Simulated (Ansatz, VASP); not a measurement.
# One calculation of LiH, two programs

Contents of INCAR:

```
PREC = Accurate
ENCUT = 520
EDIFF = 1E-6
ISMEAR = 0
SIGMA = 0.05
LREAL = False
LASPH = True
NELM = 100
ALGO = Normal
ISIF = 2
LWAVE = False
LCHARG = True
GGA = PS
LELF = True
LVHAR = True
NBANDS = 9
```

KPOINTS

```
regular mesh
0
Gamma
  10 10 10
```

POSCAR

```
LiH
1.0
    0.0000000000      1.8699000000      2.1951000000
    1.8699000000      0.0000000000      2.1951000000
    1.8699000000      1.8699000000      0.0000000000
Li H
1 1
Direct
    0.0000000000      0.0000000000      0.0000000000
    0.5000000000      0.5000000000      0.5000000000
```

Input for Ansatz:

```yaml
crystal:
  lattice:
    - [0.0, 1.8699, 2.1951]
    - [1.8699, 0.0, 2.1951]
    - [1.8699, 1.8699, 0.0]
  atoms:
    - { symbol: Li, position: [0.0, 0.0, 0.0] }
    - { symbol: H, position: [0.5, 0.5, 0.5] }
basis:
  ecutwfc: 420
kpoints:
  mp_grid: { grid: [10, 10, 10] }
hamiltonian:
  xc: pbesol
scf:
  occupations: { method: gaussian, width: 0.05 }
output:
  forces: true
  stress: true
  eigenvalues: true
```

Change from the starting cell: strain -0.080 along x and y, +0.080 along z, atoms carried along.

Alike in both runs: task single point; functional PBEsol; k mesh 10 × 10 × 10; occupations gaussian, width 0.05 eV; no spin polarisation.

```csv
,VASP,Ansatz
version,VASP 6.6.1,Ansatz 0.2.0
potentials or method,"VASP PAW PBE potentials, release 64 (Li_sv, H)","scalar-relativistic, plane waves, PAW"
plane-wave cutoff (eV),520,420
valence electrons in the cell,4,4
```

|  | VASP | Ansatz | Ansatz less VASP |
| --- | --- | --- | --- |
| gap on the k mesh at the Fermi level (eV) | 0.98 | 0.98 | +0.001 |
| least direct gap on the mesh (eV) | 2.31 | 2.32 | +0.006 |

 A k mesh can miss the band edges.
